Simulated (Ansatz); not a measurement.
# Sn (I4_1/amd) in Ansatz: reference runs

How does Sn come out in PBE? The cell is run as given and disturbed.

Program: Ansatz 0.2.0. These are calculated values, not measurements. Logs are shortened: lines on timing, memory, paths and dates and some standing lists are left out, and cuts for length are marked.

## (1) The crystal as given

The structure is tetragonal, space group I4_1/amd (No. 141). The conventional cell has a = 5.880 Å, b = 5.880 Å, c = 3.199 Å, α = 90.00°, β = 90.00°, γ = 90.00°. Sn (site symmetry -4m2) is surrounded by 6 Sn at 3.05 to 3.20 Å.

## (2) Single point, PBE

Input file input.yaml:

```yaml
crystal:
  lattice:
    - [-2.9401404553, 2.9401404553, 1.5993019889]
    - [2.9401404553, -2.9401404553, 1.5993019889]
    - [2.9401404553, 2.9401404553, -1.5993019889]
  atoms:
    - { symbol: Sn, position: [0.0, 0.0, 0.0] }
    - { symbol: Sn, position: [0.75, 0.25, 0.5] }
hamiltonian:
  xc: pbe
  pseudopotentials: { kind: paw }
kpoints:
  mp_grid: { grid: [9, 9, 9] }
scf:
  occupations: { method: fermi_dirac, width: 0.05 }
output:
  forces: true
  stress: true
  eigenvalues: true
```

Potentials or basis: Ansatz PAW.

Launch:

```
ansatz run input.yaml --threads 1 --pin off --max-ram 2560MiB --backend cpu --events-out ev --progress --plain --runs-dir out
```

The log of the run:

```text
Warning: RAYON_NUM_THREADS=1 ignored (pool sized by the plan → 1); use --threads N
Engine: ansatz 0.2.0, aarch64-unknown-linux-gnu
Pseudopotentials: kind: paw
Pseudopotential: Sn, paw, valence charge 14, recommended cutoff 420 eV (normal), Sn.paw.azcp
Functional definition: PBE
  parameter kappa = 0.804
  parameter beta = 0.06672455060314922
  exchange = pbe_x(kappa = kappa, mu = beta*pi^2/3)
  correlation = pbe_c(beta = beta)
Crystal: 2 atoms, lattice volume = 55.300 Å³
Basis set: ecut = 420 eV, 1109 PW (Γ), exchange–correlation on 60×60×60 points (8 copies of the dense FFT grid, shifted against one another)
Bands: 18, of which v1, the nominal top of the filled ones, is band 14 counted from 1 (13 counted from 0)
Symmetry: 16 space group operations
Space group: I41/amd (ITA 141), of the structure as read, at distance tolerance 3.8e-5 Å
k-points: 75 of 729
Non-local potential: Sn, projectors of the file, l = 0: 2, l = 1: 2, l = 2: 2, l = 3: 2
PAW form: soft (Blöchl's): semilocal exchange-correlation on the pseudo side does not see the compensation charge
PAW one-centre angular grid: Sn, 590 points (default); XC on 64 Gauss nodes
Initial density: superposition of atomic densities (neutral atoms: chi_scale 0, normalization atom), corrected by the library's trained network
Initial wavefunctions: pseudopotential atomic-orbital guess
Functional: x = pbe(κ = 0.804, μ = 0.2195149727645171), c = pbe(β = 0.06672455060314922)
SCF iter   1: F=—  HF=-12048.333693 eV  |F-HF|=—  |Δ(HF+E_count)|=         —  Δρ=9.57e-4  dr2=2.75e-4  ethr=1.77e-3  ⟨swp⟩=6.1  Hψ=6949  notcnv=0
preconditioner: auto → Kerker (q_TF=auto, 2.436 Å⁻¹)  [metal: Δε(μ)=0.020 eV  Ē_g=20.190 eV  σ=0.050 eV  W_gap=0.10  n_scr=16 (ndim 8)  ℏωp=26.4 eV  f_vac=0.000  D(μ)=0.94/eV (n_scr^D=4)]
SCF iter   2: F=—  HF=-12048.332738 eV  |F-HF|=—  |Δ(HF+E_count)|=   9.55e-4  Δρ=5.97e-4  dr2=1.44e-4  ethr=9.84e-7  ⟨swp⟩=2.1  Hψ=3005  notcnv=0
SCF iter   3: F=—  HF=-12048.332754 eV  |F-HF|=—  |Δ(HF+E_count)|=   1.58e-5  Δρ=3.24e-4  dr2=4.19e-5  ethr=5.13e-7  ⟨swp⟩=2.3  Hψ=2449  notcnv=0
SCF iter   4: F=—  HF=-12048.332783 eV  |F-HF|=—  |Δ(HF+E_count)|=   2.93e-5  Δρ=1.21e-4  dr2=4.75e-6  ethr=1.50e-7  ⟨swp⟩=2.0  Hψ=2403  notcnv=0
SCF iter   5: F=—  HF=-12048.332781 eV  |F-HF|=—  |Δ(HF+E_count)|=   2.87e-6  Δρ=4.58e-5  dr2=7.11e-7  ethr=1.70e-8  ⟨swp⟩=2.0  Hψ=2100  notcnv=0
SCF iter   6: F=-12048.332780 eV  HF=-12048.332780 eV  |F-HF|=7.64e-11  |Δ(HF+E_count)|=   4.25e-7  Δρ=2.55e-6  dr2=2.85e-9  ethr=3.57e-10  ⟨swp⟩=3.1  Hψ=5905  notcnv=0
SCF 1 converged in 6 iterations: F = -12048.332780 eV  dr2 = 2.85e-9
SCF converged after 6 iterations
Free energy (F): -12048.332780 eV
Harris-Foulkes:  -12048.332780 eV  (|F-HF|=7.64e-11)
Internal energy: -12048.325302 eV  (E = F + TS)
E sigma→0 (E₀):  -12048.329041 eV
Entropy (-TS):   -0.007478 eV (-3.739 meV/atom)
Fermi energy:    10.474747 eV
--- Per-component energies (eV) ---
  E_band       = -171.153705
  E_kinetic    = 373.019982
  E_local      = -1725.503506  (includes V_loc(G=0)·N_el)
  E_nonlocal   = -64.780204
  E_hartree    = 1074.114872
  E_xc         = -765.151489
  E_vxc        = -192.116343  (∫ρ·V_xc dr)
  E_paw        = -8272.284352  (= ΣΔE_a)
  E_vpaw       = -710.002075  (= ΣTr[D̂ρ^β])
  E_aug_tail   = -0.000001  (compensation charges beyond the density's cutoff)
  E_ewald      = -2667.740604
  E_smearing   = -0.007478  (= −TS)
  E_closure    = -0.000000  (closes the sum)
  Σ components = -12048.332780   (vs F -12048.332780, Δ=0.00e0)
--- Forces (eV/Å), atoms counted from 1 ---
  atom   1  Sn     0.00000000     0.00000000     0.00000000
  atom   2  Sn     0.00000000     0.00000000     0.00000000
  max |Σ_I F_I| component: 1.73e-18 eV/Å
--- Stress (GPa, compression-positive) ---
        1.546669       0.000000       0.000000
        0.000000       1.546669      -0.000000
        0.000000       0.000000       1.115127
  P = ⅓ Tr σ = 1.4028 GPa (14.028 kbar)
--- Band table (eV; the first three rows and the last of 75) ---
  k-point 0: bands = ["-11.1687", "-11.0914", "-11.0487", "-11.0389", "-10.8973", "-10.8973", "-10.8871", "-10.8871", "-10.8048", "-10.7001", "-0.5315", "6.7620", "8.5300", "8.5300", "13.4597", "16.5871", "16.5871", "17.2053"]
  k-point 1: bands = ["-11.1590", "-11.0931", "-11.0451", "-11.0406", "-10.9020", "-10.8921", "-10.8846", "-10.8835", "-10.8105", "-10.7100", "-0.4221", "5.9534", "8.6598", "9.1343", "13.9658", "15.6682", "15.9951", "17.1615"]
  k-point 2: bands = ["-11.1311", "-11.0965", "-11.0595", "-11.0178", "-10.9168", "-10.8802", "-10.8795", "-10.8731", "-10.8266", "-10.7365", "-0.0942", "4.6270", "9.0458", "9.9560", "14.2573", "14.8167", "15.3736", "16.8534"]
  k-point 74: bands = ["-11.1035", "-11.1023", "-10.9402", "-10.9158", "-10.9134", "-10.9059", "-10.8936", "-10.8821", "-10.8773", "-10.8763", "2.6581", "3.0105", "5.8152", "6.1748", "15.5001", "15.5074", "19.0117", "19.4882"]
```

Wall time 4.2 s (1 thread of Arm Neoverse V1, shared host); peak memory 0.34 GiB.

What came out:

```yaml
Free_energy: -12048.3328 eV
Pressure: 1.4 GPa
Band_gap_on_the_k_mesh: none (metal or under the smearing width)
```

Stress tensor (GPa, compression positive):
```
1.55 0.00 0.00
0.00 1.55 0.00
0.00 0.00 1.12
```

Levels at points of the mesh, in eV from the Fermi level:
```tsv
k point	band 11	band 12	band 13	band 14	band 15	band 16	band 17	band 18
(0.00, 0.00, 0.00)	-11.01	-3.71	-1.94	-1.94	2.98	6.11	6.11	6.73
```

## (3) Single point, PBE (atoms moved at random, drawn with an rms of 0.05 Å)

input.yaml, as its differences from that of step 2:

```diff
@@ -6,4 +6,4 @@
   atoms:
-    - { symbol: Sn, position: [0.0, 0.0, 0.0] }
-    - { symbol: Sn, position: [0.75, 0.25, 0.5] }
+    - { symbol: Sn, position: [0.007065, -0.00473, -0.012303] }
+    - { symbol: Sn, position: [0.749188, 0.244509, 0.499105] }
 hamiltonian:
```

Potentials or basis: Ansatz PAW.

Launch:

```
ansatz run input.yaml --threads 1 --pin off --max-ram 2560MiB --backend cpu --events-out ev --progress --plain --runs-dir out
```

The log of the run:

```text
Warning: RAYON_NUM_THREADS=1 ignored (pool sized by the plan → 1); use --threads N
[... 8 set-up lines as earlier in the session ...]
Crystal: 2 atoms, lattice volume = 55.300 Å³
Basis set: ecut = 420 eV, 1109 PW (Γ), exchange–correlation on 60×60×60 points (8 copies of the dense FFT grid, shifted against one another)
Bands: 18, of which v1, the nominal top of the filled ones, is band 14 counted from 1 (13 counted from 0)
Symmetry: 2 space group operations
Space group: P-1 (ITA 2), of the structure as read, at distance tolerance 3.8e-5 Å
k-points: 365 of 729
[... 6 set-up lines as earlier in the session ...]
SCF iter   1: F=—  HF=-12048.328174 eV  |F-HF|=—  |Δ(HF+E_count)|=         —  Δρ=9.99e-4  dr2=2.87e-4  ethr=1.77e-3  ⟨swp⟩=6.0  Hψ=33551  notcnv=0
preconditioner: auto → Kerker (q_TF=auto, 2.436 Å⁻¹)  [metal: Δε(μ)=0.003 eV  Ē_g=20.190 eV  σ=0.050 eV  W_gap=0.01  n_scr=16 (ndim 8)  ℏωp=26.4 eV  f_vac=0.000  D(μ)=0.90/eV (n_scr^D=4)]
SCF iter   2: F=—  HF=-12048.327193 eV  |F-HF|=—  |Δ(HF+E_count)|=   9.81e-4  Δρ=6.12e-4  dr2=1.52e-4  ethr=1.02e-6  ⟨swp⟩=2.1  Hψ=14639  notcnv=0
SCF iter   3: F=—  HF=-12048.327195 eV  |F-HF|=—  |Δ(HF+E_count)|=   2.07e-6  Δρ=3.48e-4  dr2=4.92e-5  ethr=5.42e-7  ⟨swp⟩=2.3  Hψ=11812  notcnv=0
SCF iter   4: F=—  HF=-12048.327231 eV  |F-HF|=—  |Δ(HF+E_count)|=   3.61e-5  Δρ=1.42e-4  dr2=6.54e-6  ethr=1.76e-7  ⟨swp⟩=2.0  Hψ=11696  notcnv=0
SCF iter   5: F=—  HF=-12048.327226 eV  |F-HF|=—  |Δ(HF+E_count)|=   4.92e-6  Δρ=4.97e-5  dr2=8.28e-7  ethr=2.33e-8  ⟨swp⟩=2.0  Hψ=10240  notcnv=0
SCF iter   6: F=-12048.327226 eV  HF=-12048.327226 eV  |F-HF|=2.99e-9  |Δ(HF+E_count)|=   5.10e-7  Δρ=4.05e-6  dr2=6.77e-9  ethr=3.57e-10  ⟨swp⟩=3.6  Hψ=30287  notcnv=0
SCF 1 converged in 6 iterations: F = -12048.327226 eV  dr2 = 6.77e-9
SCF converged after 6 iterations
Free energy (F): -12048.327226 eV
Harris-Foulkes:  -12048.327226 eV  (|F-HF|=2.99e-9)
Internal energy: -12048.319965 eV  (E = F + TS)
E sigma→0 (E₀):  -12048.323596 eV
Entropy (-TS):   -0.007261 eV (-3.630 meV/atom)
Fermi energy:    10.470982 eV
--- Per-component energies (eV) ---
  E_band       = -171.190630
  E_kinetic    = 373.040970
  E_local      = -1726.466552  (includes V_loc(G=0)·N_el)
  E_nonlocal   = -64.775771
  E_hartree    = 1074.577194
  E_xc         = -765.155294
  E_vxc        = -192.122647  (∫ρ·V_xc dr)
  E_paw        = -8272.295721  (= ΣΔE_a)
  E_vpaw       = -710.019652  (= ΣTr[D̂ρ^β])
  E_aug_tail   = -0.000001  (compensation charges beyond the density's cutoff)
  E_ewald      = -2667.244791
  E_smearing   = -0.007261  (= −TS)
  E_closure    = -0.000000  (closes the sum)
  Σ components = -12048.327226   (vs F -12048.327226, Δ=0.00e0)
--- Forces (eV/Å), atoms counted from 1 ---
  atom   1  Sn     0.18566664     0.04788865    -0.00613182
  atom   2  Sn    -0.18566664    -0.04788865     0.00613182
  max |Σ_I F_I| component: 0.00e0 eV/Å
--- Stress (GPa, compression-positive) ---
        1.484295      -0.024632       0.321129
       -0.024632       1.798392      -0.074985
        0.321129      -0.074985       1.084254
  P = ⅓ Tr σ = 1.4556 GPa (14.556 kbar)
--- Band table (eV; the first three rows and the last of 365) ---
  k-point 0: bands = ["-11.1713", "-11.0934", "-11.0501", "-11.0410", "-10.9032", "-10.8931", "-10.8931", "-10.8838", "-10.8053", "-10.6998", "-0.5355", "6.7635", "8.5206", "8.5412", "13.4459", "16.5699", "16.6220", "17.2011"]
  k-point 1: bands = ["-11.1617", "-11.0950", "-11.0472", "-11.0420", "-10.9047", "-10.8915", "-10.8896", "-10.8807", "-10.8111", "-10.7096", "-0.4263", "5.9557", "8.6581", "9.1360", "13.9489", "15.6741", "16.0109", "17.1564"]
  k-point 2: bands = ["-11.1341", "-11.0983", "-11.0613", "-11.0193", "-10.9183", "-10.8821", "-10.8812", "-10.8725", "-10.8271", "-10.7360", "-0.0991", "4.6302", "9.0430", "9.9554", "14.2630", "14.7873", "15.4046", "16.8494"]
  k-point 364: bands = ["-11.1174", "-11.0190", "-10.9859", "-10.9833", "-10.9636", "-10.9234", "-10.8730", "-10.8480", "-10.8285", "-10.7544", "1.8255", "5.4697", "8.8839", "9.8918", "10.8435", "12.3969", "14.3387", "14.6907"]
```

It took 20 s on 1 thread of Arm Neoverse V1, shared host; peak memory 0.53 GiB.

What came out:

| Item | Value |
| --- | --- |
| Free energy | -12048.3272 eV |
| Pressure | 1.5 GPa |
| Largest force | 0.192 eV/Å |
| Band gap on the k mesh | none (metal or under the smearing width) |

Forces in eV/Å, atoms in the order of the input:
```
Sn   0.186  0.048 -0.006
Sn  -0.186 -0.048  0.006
```

Levels at points of the mesh, in eV from the Fermi level:
```csv
k point,band 10,band 11,band 12,band 13,band 14,band 15,band 16,band 17,band 18
"(0.00, 0.00, 0.00)",-21.17,-11.01,-3.71,-1.95,-1.93,2.97,6.10,6.15,6.73
```
